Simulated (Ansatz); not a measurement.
**LiBr: excitons and shallow donors from band masses and screening**

Level of theory: DFT PBE, scalar-relativistic, plane waves, PAW in Ansatz.

Cutoff 420 eV; k points 8×8×8 on the computed 2-atom cell (Γ-centred); Gaussian smearing, width 0.02 eV; no spin polarisation.

Relaxed cell: Fm-3m, a = 5.511 Å, b = 5.511 Å, c = 5.511 Å, α = 90.00°, β = 90.00°, γ = 90.00°, 2 atoms in the primitive cell.

The calculation gives a Kohn–Sham gap of 4.91 eV, an electron mass of 0.348 mₑ and a hole mass of 1.1 mₑ (harmonic means over x, y, z and over the bands degenerate at each edge), and ε∞ = 3.72 (independent particles, mean of the diagonal).

Problem. Estimate the binding energy and radius of a Wannier–Mott exciton and of a shallow donor, and say whether the hydrogenic model can hold.

Solution. The reduced mass is μ = mₙmₕ/(mₙ + mₕ) = 0.265 mₑ, with mₙ and mₕ the band masses. With E_b = 13.606 eV × μ/ε² and a = 0.529 Å × ε/μ (μ in mₑ) the exciton has E_b = 260 meV and a = 7.4 Å. For a donor μ is the electron mass: 342 meV and 5.7 Å. The radius isn't large against the shortest lattice vector (3.90 Å), so the continuum picture is doubtful and the numbers are only a scale. In a polar crystal the ions screen too, so a state bound more weakly than an optical phonon feels the larger static constant, which lowers the energy and widens the orbit. The other way, the small Kohn–Sham gap and the missing local fields make ε∞ too large and the masses tend to be too light, which underbinds. The edges lie at different points of the zone, so the exciton is indirect.

Cost: 4 runs of about 0.42 core-minutes in all, on Arm Neoverse V1 (shared hosts).